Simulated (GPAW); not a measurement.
# InAs: equation of state with PBEsol+D4

The system is InAs.

```xyz
2
Lattice="4.2681 0.0000 0.0000 2.1340 3.6963 0.0000 2.1340 1.2321 3.4849" Properties=species:S:1:pos:R:3 pbc="T T T"
In    0.0000    0.0000    0.0000
As    6.4021    3.6963    2.6137
```

| Property | Result |
| --- | --- |
| Program | GPAW 26.7.0 |
| Task | equation of state |
| Functional | PBEsol |
| Dispersion | D4 |
| Potentials or basis | PAW data sets generated in the run's folder for this functional |
| Cutoff | 600 eV |
| Basis | pw |
| k mesh | 6 × 6 × 6 |
| Occupations | fermi-dirac, width 0.05 eV |
| Spin | no spin polarisation |
| Maxiter | 150 |
| Eos scales | [0.94, 0.96, 0.98, 1.0, 1.02, 1.04, 1.06] |

```yaml
Equilibrium_volume: 27.62 Å³/atom
Bulk_modulus: 59 GPa
Pressure_derivative_of_the_bulk_modulus: 4.5
```

Energy against volume, from the lowest point:
```tsv
volume (Å³/atom)	energy (meV/atom)
25.840	24.00
26.389	11.00
26.939	3.15
27.489	0.00
28.039	1.02
28.588	5.77
29.138	13.85
```

Run time: 37 s on 1 thread of Intel(R) Xeon(R) 6975P-C (Granite Rapids), with other jobs on the host, peak memory 0.23 GiB.

Zero-point motion and thermal expansion aren't in these numbers.
